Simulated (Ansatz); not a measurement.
# ZnAu under changes of volume

One of the cells (15.583 Å³/atom); the others are scaled copies at fixed shape and fractional positions:

```
Au Zn
1.0
     3.14700    0.00000    0.00000
     0.00000    3.14700    0.00000
     0.00000    0.00000    3.14700
Au Zn
1 1
Cartesian
  0.0000 0.0000 0.0000
  1.5735 1.5735 1.5735
```

- Program: Ansatz 0.2.0
- Functional: PBE
- Potentials or basis: all-electron LAPW, scalar-relativistic
- Cutoff: 287 eV (chosen from the basis error)
- Basis error allowed: 0.0005 eV/atom
- k mesh: 8 × 8 × 8
- Occupations: fermi-dirac, width 0.05 eV
- Spin: no spin polarisation

| volume (Å³/atom) | energy over the lowest point (meV/atom) | pressure (GPa) |
| --- | --- | --- |
| 14.648 | 68.41 | 15.5 |
| 14.960 | 41.94 | 11.6 |
| 15.272 | 22.65 | 8.2 |
| 15.583 | 9.70 | 5.1 |
| 15.895 | ? | ? |
| 16.207 | 0.00 | 0.0 |
| 16.518 | 2.01 | -2.1 |

What does the run at 15.895 Å³/atom give?

Energy over the lowest point 2.37 meV/atom; pressure 2.4 GPa.

Worked out: A Birch-Murnaghan fit of order 3 (a polynomial in V^(-2/3)) to the other rows has its minimum at 16.21 Å³/atom with B0 = V·E''(V) = 117 GPa and B' = 5.3. It gives 2.36 meV/atom at 15.895 Å³/atom, against the run's 2.37, and -dE/dV = 2.4 GPa, against 2.4.

Energies are extrapolated to zero smearing.
